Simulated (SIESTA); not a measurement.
Crystal: ZrB2.

```xyz
3
Lattice="3.1700 0.0000 0.0000 -1.5850 2.7453 0.0000 0.0000 0.0000 3.5330" Properties=species:S:1:pos:R:3 pbc="T T T"
Zr    0.0000    0.0000    0.0000
B     1.5850    0.9151    1.7665
B     0.0000    1.8302    1.7665
```

Base run:

```yaml
Program: SIESTA 5.4.2
Functional: PBE
Potentials_or_basis: PseudoDojo 0.4 standard (PBE files)
Basis: SZP (energy shift 0.003 Ry)
Grid_cutoff: 800 Ry
Energy_shift: 0.003 Ry
k_mesh: 7 × 7 × 6
Occupations: fermi-dirac, width 0.05 eV
Spin: no spin polarisation
```

Its results: band gap on the k mesh none (metal or under the smearing width); pressure 6.0 GPa.

Task: The run is repeated on the same cell with these changes: basis from SZP (energy shift 0.003 Ry) to TZDP (energy shift 0.003 Ry; two zetas on semicore shells). What comes out?

Result: Band gap on the k mesh none (metal or under the smearing width); pressure 1.6 GPa.

Caveats: the basis of atomic orbitals isn't converged, which shifts pressures, moduli and gaps.
